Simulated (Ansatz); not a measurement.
# F (C2/m): frozen displacement of one atom from a Python script

Wanted for F (C2/m): a frozen displacement of one atom.

Program: Ansatz 0.2.0, driven from Python. Level of theory: DFT r2SCAN, plane waves, PAW. These are calculated values, not measurements.

## (1) The system

The structure is monoclinic, space group C2/m (No. 12). Conventional cell: a = 5.301 Å, b = 3.035 Å, c = 7.047 Å, α = 90.00°, β = 107.37°, γ = 90.00°. Around F (site symmetry m) lie 1 F at 1.41 Å.

The script reads f.extxyz:

```xyz
4
Lattice="2.65049427 -1.51732077 0.0 2.65049427 1.51732077 0.0 -2.10342389 0.0 6.72610751" Properties=species:S:1:pos:R:3 pbc="T T T"
F     1.83116521    0.00000000    2.69616093
F     0.24507818    0.00000000    0.66321613
F     1.36639945   -0.00000000    4.02994657
F     2.95248648   -0.00000000    6.06289138
```

## (2) The script

Contents of push_f.py:

```python
'''Frozen displacement of one atom in F.'''

import ansatz as az
import numpy as np

FUNCTIONAL = 'r2scan'
KMESH = (8, 8, 4)
FILLING = 'Fixed'


def main() -> None:
    crystal = az.Crystal.from_extxyz('f.extxyz')

    inverse = np.linalg.inv(np.array(crystal.lattice.vectors))
    home = np.array(crystal.sites[3].position)
    values = np.linspace(-0.02, 0.02, 5)
    energies, pulls = [], []
    for shift in values:
        moved = crystal.move(3, to=home + shift * inverse[1])
        calculation = moved.calculation().functional(FUNCTIONAL).kpoints(*KMESH).occupations(FILLING).forces()
        data = calculation.run(threads=1, pin='off').report
        energies.append(data['free_energy_ev'])
        pulls.append(data['forces_ev_ang'][3][1])

    # the force is minus the slope of the free energy
    print('shift (A)   dE (eV)   force along y (eV/A)')
    for shift, e, f in zip(values, energies, pulls):
        print(f'{shift:8.3f} {e - energies[2]:10.5f} {f:12.4f}')
    print(f'stiffness from energies {2 * np.polyfit(values, energies, 2)[0]:.3f}, from forces {-np.polyfit(values, pulls, 1)[0]:.3f} eV/A^2')


if __name__ == '__main__':
    main()
```

## (3) What the engine is handed

The engine receives this input (first run):

```yaml
crystal:
  lattice:
    - [2.65049427, -1.51732077, 0.0]
    - [2.65049427, 1.51732077, 0.0]
    - [-2.10342389, 0.0, 6.72610751]
  atoms:
    - { symbol: F, position: [0.5044951306458879, 0.5044951306458879, 0.40085010921866754] }
    - { symbol: F, position: [0.0853581610398128, 0.0853581610398128, 0.0986032603573415] }
    - { symbol: F, position: [0.4955048706506151, 0.4955048706506151, 0.5991498892945885] }
    - { symbol: F, position: [0.9212324050817698, 0.908051276611486, 0.9013967396426584] }
kpoints:
  mp_grid:
    grid: [8, 8, 4]
hamiltonian:
  xc: r2scan
scf:
  occupations:
    method: fixed
output:
  forces: true
```

## (4) Launch

Started as:

```bash
python push_f.py
```

**Question.** What results will this script give? Wanted: range of energy; lowest point, shift of atom 4 from run 1.

As calculated:

| quantity | value |
| --- | --- |
| runs compared | 5 |
| range of energy | 0.03 meV/atom |
| lowest point, shift of atom 4 from run 1 (Å) | 0.020 |

What this shows: The lowest point, at 0.020, lies inside the range. So shallow a minimum is within the error of mesh and smearing. The ends stand 0.0298 and 0.0298 meV/atom above it. No spin polarisation was allowed. This isn't the structure that F takes at ambient conditions. All periodic images of the atom move with it, so the curvature is one diagonal element of the zone-centre force constants and no normal mode; a positive value doesn't exclude soft modes in which several atoms move. Whether this is the phase that is stable at ambient conditions was not tested.
